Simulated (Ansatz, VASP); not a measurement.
## InP: VASP beside Ansatz

```xyz
2
Lattice="0.0000 2.8550 2.8550 2.8550 0.0000 2.8550 2.8550 2.8550 0.0000" Properties=species:S:1:pos:R:3 pbc="T T T"
In    0.0000    0.0000    0.0000
P     2.8550    2.8550    2.8550
```

Alike in both runs: task single point; functional PBE; k mesh 11 × 11 × 11; occupations fermi-dirac, width 0.05 eV; no spin polarisation.

|  | VASP | Ansatz |
| --- | --- | --- |
| version | VASP 6.6.1 | Ansatz 0.2.0 |
| potentials or method | VASP PAW PBE potentials, release 64 (In_d, P), cutoff 520 eV | all-electron LAPW, scalar-relativistic |

|  | VASP | Ansatz | Ansatz less VASP |
| --- | --- | --- | --- |
| pressure (GPa) | -5.4 | -5.3 | +0.09 |

Ansatz ran all-electron here, so the differences hold the error of VASP's frozen core and of both bases.
